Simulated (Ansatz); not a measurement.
# An Al vacancy and a N vacancy, 3.08 Å apart on the ideal sites in wurtzite AlN, 94 atoms, charge 0

All numbers come from Ansatz (PAW, plane waves, no spin–orbit coupling) at the single k point (¼, ¼, ¼) without its symmetry partners. The atoms were relaxed with PBEsol in a fixed cell; other functionals are single points on those atoms unless said otherwise. The valence top and gap of the host come from its small cell on a dense mesh, with the band extrema sought between the mesh points, lined up by the mean potential, PBEsol gap 4.09 eV, HSE06 gap 5.54 eV, r²SCAN gap 4.82 eV.

Cell: a = 9.341 Å, b = 10.787 Å, c = 9.967 Å, α = 90.00°, β = 90.00°, γ = 90.00°.

Nearest atoms after relaxation, from the placed atom (for vacancies from the middle of the vacant sites): N at 2.17 Å, N at 2.18 Å, N at 2.19 Å, Al at 2.28 Å, Al at 2.28 Å, Al at 2.30 Å, Al at 3.46 Å, Al at 3.46 Å.

Chemical potentials μ are those of reference phases of the elements at zero temperature by the same functional (the usual solids, diamond for C, grey Sn, and the molecules H2, N2, O2, F2, Cl2, Br2 and S8).

| functional | E(defect) − E(host) − Σ nμ + q·E_VBM (eV) | monopole (eV) | alignment (eV) | formation energy at E_F = VBM (eV) | moment (μB) | wall time, shared host |
| --- | --- | --- | --- | --- | --- | --- |
| PBEsol | 11.35 | 0.00 | 0.00 | 11.35 | 0 (no spin) | 43 s on NVIDIA H100 (relaxation) |
| HSE06 | 11.70 | 0.00 | 0.00 | 11.70 | 0 (no spin) | 51 s on NVIDIA H100 |
| r²SCAN | 11.95 | 0.00 | 0.00 | 11.95 | 0 (no spin) | 14 s on NVIDIA H100 |

HSE06 one-electron levels near the gap (the ten most localised at most), from the host's valence top:

```csv
level (eV),spin,filling,atoms sharing it,element of the atom with most weight
-0.29,both,2.00,50.5,spread
-0.25,both,2.00,53.0,spread
0.21,both,2.00,10.1,N
0.65,both,2.00,5.5,N
0.88,both,2.00,5.7,N
3.00,both,0.00,10.0,Al
```

r²SCAN one-electron levels near the gap (the ten most localised at most), from the host's valence top:

| level (eV) | spin | filling | atoms sharing it | element of the atom with most weight |
| --- | --- | --- | --- | --- |
| -0.27 | both | 2.00 | 26.8 | N |
| -0.26 | both | 2.00 | 48.3 | spread |
| -0.22 | both | 2.00 | 52.5 | spread |
| 0.25 | both | 2.00 | 9.6 | N |
| 0.66 | both | 2.00 | 5.3 | N |
| 0.88 | both | 2.00 | 5.6 | N |
| 2.35 | both | 0.00 | 10.6 | Al |

All elements are taken at their own reference at once; growth conditions in equilibrium with the host shift these energies, by up to the host's formation enthalpy.

One k point and a cell of this size can leave errors of several tenths of an eV in such numbers.
